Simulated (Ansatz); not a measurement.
Here is an unrelaxed guess for SiGe3.

```
CELL_PARAMETERS angstrom
2.95590 -4.18028 0.00000
2.95590 4.18028 0.00000
0.00000 0.00000 2.95590
ATOMIC_POSITIONS crystal
Si 0.00000 0.00000 0.00000
Ge 0.50000 0.50000 0.00000
Ge 0.00000 0.50000 0.50000
Ge 0.50000 0.00000 0.50000
```

Method: DFT PBE, scalar-relativistic, plane waves, PAW in Ansatz 0.2.0. Settings: cutoff 420 eV, Γ-centred mesh 4×4×6 on the computed 4-atom cell, Gaussian smearing of 0.10 eV; no spin polarisation.

Energies over the elements count from the elements' standard structures at the same level, with no fitted energy shifts.

Q: Estimate its pressure, forces and energy as it stands.

A: The pressure is 1.2 GPa (the mean over three directions, positive in compression), the largest force is 0.00 eV/Å (symmetry fixes the atoms), and the energy is +0.50 eV/atom against the elements. The shortest distance is 2.96 Å.

Q: Is it a good guess?

A: A fair one: relaxing gains under 0.1 eV/atom (the start's value is from the coarse mesh, so the gain is rough) in 11 ionic steps and ends at +0.43 eV/atom on the finer mesh. The symmetry stays Cmmm (No. 65). The volume per atom grows by 1.1 %, from 18.3 to 18.5 Å³. The shortest distance goes from 2.96 Å (Si–Ge, Ge–Ge and Si–Si) to 2.87 Å (Si–Ge and Ge–Ge). Conventional cell: a = 5.738 Å, b = 8.890 Å, c = 2.896 Å. Si has 10 Ge at 2.87–3.02 Å and 2 Si at 2.90 Å; Ge on a site of symmetry mmm is surrounded by 2 Si at 2.87 Å and 10 Ge at 2.90–3.02 Å; Ge on a site of symmetry 2/m has 8 Ge at 2.87–3.02 Å and 4 Si at 3.02 Å.

The last run used a 10×10×16 mesh (in the run's order of axes) for its 4-atom cell and Gaussian smearing of 0.10 eV. The relaxation can't lower the symmetry of the start, and the grade says only how near the guess is to its own end. A structure relaxed within its symmetry needn't be a true minimum. Another cell of SiGe3 relaxed alike, in P6/mmm, lies 136 meV/atom lower, so this cell isn't the stable form at this level.
